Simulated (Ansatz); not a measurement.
# CdTe (zincblende): a single-point run

Aim: a sound single-point run of CdTe (zincblende). The structure is shown as the input types it.

Program: Ansatz 0.2.0. Level of theory: DFT r2SCAN, scalar-relativistic, plane waves, PAW. These are calculated values, not measurements.

1 further run of the same task is left out (set aside as unsound or not needed).

## Step 1: Starting point

The structure is cubic, space group F-43m (No. 216). Conventional cell: a = 6.557 Å, b = 6.557 Å, c = 6.557 Å, α = 90.00°, β = 90.00°, γ = 90.00°. Cd (site symmetry -43m) has 4 Te at 2.84 Å as nearest neighbours. Te (site symmetry -43m) is surrounded by 4 Cd at 2.84 Å.

The input asks for a charge of +10 e on the cell.

As a file:

```
CELL_PARAMETERS angstrom
0.00000 3.27872 3.27872
3.27872 0.00000 3.27872
3.27872 3.27872 0.00000
ATOMIC_POSITIONS crystal
Cd 0.00000 0.00000 0.00000
Te 0.25000 0.25000 0.25000
```

## Step 2: Input and run

input.yaml

```yaml
crystal:
  lattice:
    - [0.0, 3.2787246853, 3.2787246853]
    - [3.2787246853, 0.0, 3.2787246853]
    - [3.2787246853, 3.2787246853, 0.0]
  atoms:
    - { symbol: Cd, position: [0.0, 0.0, 0.0] }
    - { symbol: Te, position: [0.25, 0.25, 0.25] }
basis:
  ecutwfc: 500
  ecutrho_ratio: 4
kpoints:
  mp_grid: { grid: [10, 10, 10] }
hamiltonian:
  xc: r2scan
scf:
  occupations: { method: gaussian, width: 0.05 }
  max_iter: 60
output:
  forces: true
  stress: true
total_charge: 10
```

The run is started by

```bash
$ ansatz run input.yaml --threads 4 --pin off --max-ram 7168MiB --backend cpu --events-out ev --progress --plain --runs-dir out
```

What happens when this is run?

This run ends as converged, with warnings (open shared shell at semilocal close). It gives a pressure of -42 GPa, which is large.

The suspect setting: total_charge is 10. The net charge is not the one intended, so the run treats another number of electrons.

The test: delete total_charge (the default then holds).
